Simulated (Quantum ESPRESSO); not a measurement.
The system is CoO.

```
Co O
1.0
     0.00000    2.13150    2.13150
     2.13150    0.00000    2.13150
     2.13150    2.13150    0.00000
Co O
1 1
Direct
  0.00000 0.00000 0.00000
  0.50000 0.50000 0.50000
```

Base run:

* Program: Quantum ESPRESSO 7.5
* Functional: PBEsol
* Potentials or basis: GBRV 1.5 PBEsol
* Cutoff: 762 eV
* Density cutoff: 6095 eV
* k mesh: 8 × 8 × 8
* Occupations: fermi-dirac, width 0.05 eV
* Spin: collinear spin, ferromagnetic start
* Starting moments: [2.0, 0.0] μB
* Hubbard terms: Co d U = 4 eV

Its results: band gap on the k mesh none (metal or under the smearing width); pressure -6.7 GPa; net moment 2.99 μB per cell; site moments Co +2.61; O +0.28 μB.

Q: The run is repeated on the same cell with these changes: hubbard terms from Co d U = 4 eV to Co d U = 3 eV. What comes out?

A: Band gap on the k mesh none (metal or under the smearing width); pressure -7.7 GPa; net moment 3.00 μB per cell; site moments Co +2.60; O +0.29 μB.

Caveats: a cell with one magnetic atom can't hold antiferromagnetic order, which such compounds often take.
